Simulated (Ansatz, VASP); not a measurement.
BN in VASP and in Ansatz

Contents of INCAR:

```
PREC     = Accurate       # precision mode
ENCUT    = 520            # plane-wave cutoff, eV
EDIFF    = 1E-7           # SCF threshold, eV
ISMEAR   = 0              # smearing method
SIGMA    = 0.05           # smearing width, eV
LREAL    = False          # projectors in reciprocal space
LASPH    = True           # aspherical terms in the spheres
NELM     = 100            # most SCF steps
ALGO     = Normal         # electronic algorithm
ISIF     = 2              # what is computed and relaxed
LWAVE    = False          # write WAVECAR
LCHARG   = True           # write CHGCAR
GGA      = PE             # functional
LELF     = True           # ELF
LVHAR    = True         
NBANDS   = 26             # bands
```

File KPOINTS:

```
regular mesh
0
Gamma
  6 6 10
```

File POSCAR:

```
BN
1.0
    4.5222000000      0.0000000000      0.0000000000
    0.0000000000      4.5222000000      0.0000000000
    0.0000000000      0.0000000000      2.5491935092
B N
4 4
Direct
    0.1742811368      0.8257188632      0.5000000000
    0.3257188632      0.3257188632      0.0000000000
    0.6742811368      0.6742811368      0.0000000000
    0.8257188632      0.1742811368      0.5000000000
    0.8126115048      0.8126115048      0.5000000000
    0.3126115048      0.6873884952      0.0000000000
    0.6873884952      0.3126115048      0.0000000000
    0.1873884952      0.1873884952      0.5000000000
```

Input for Ansatz:

```yaml
crystal:
  lattice:
    - [4.5222, 0.0, 0.0]
    - [0.0, 4.5222, 0.0]
    - [0.0, 0.0, 2.5491935092]
  atoms:
    - { symbol: B, position: [0.1742811368, 0.8257188632, 0.5] }
    - { symbol: B, position: [0.3257188632, 0.3257188632, 0.0] }
    - { symbol: B, position: [0.6742811368, 0.6742811368, 0.0] }
    - { symbol: B, position: [0.8257188632, 0.1742811368, 0.5] }
    - { symbol: "N", position: [0.8126115048, 0.8126115048, 0.5] }
    - { symbol: "N", position: [0.3126115048, 0.6873884952, 0.0] }
    - { symbol: "N", position: [0.6873884952, 0.3126115048, 0.0] }
    - { symbol: "N", position: [0.1873884952, 0.1873884952, 0.5] }
basis:
  ecutwfc: 520.0
kpoints:
  mp_grid: { grid: [6, 6, 10] }
hamiltonian:
  xc: pbe
  pseudopotentials: { kind: paw, azcp: { folder: soft_1 } }
scf:
  occupations: { method: gaussian, width: 0.05 }
output:
  forces: true
  stress: true
  eigenvalues: true
```

Alike in both runs: task single point; functional PBE; k mesh 6 × 6 × 10; occupations gaussian, width 0.05 eV; no spin polarisation.

|  | VASP | Ansatz |
| --- | --- | --- |
| version | VASP 6.6.1 | Ansatz 0.2.0 |
| potentials or method | VASP PAW PBE potentials, release 64 (B, N) | scalar-relativistic, plane waves, PAW |
| plane-wave cutoff (eV) | 520 | 520 |
| valence electrons in the cell | 32 | 32 |

Ansatz gave:

* gap on the k mesh at the Fermi level (eV): 4.88
* least direct gap on the mesh (eV): 5.94
* pressure (GPa): -13.6
* largest component of the traceless stress (GPa): 10.13
* rms of the force components (eV/Å): 0.090

Problem. Which values does VASP return?

Solution. gap on the k mesh at the Fermi level (eV): 4.87; least direct gap on the mesh (eV): 5.93; pressure (GPa): -13.4; largest component of the traceless stress (GPa): 10.29; rms of the force components (eV/Å): 0.092.

Atom by atom the forces differ by 0.005 eV/Å (rms over components).

A k mesh can miss the band edges. As with any semilocal functional, this PBE gap is likely too small.
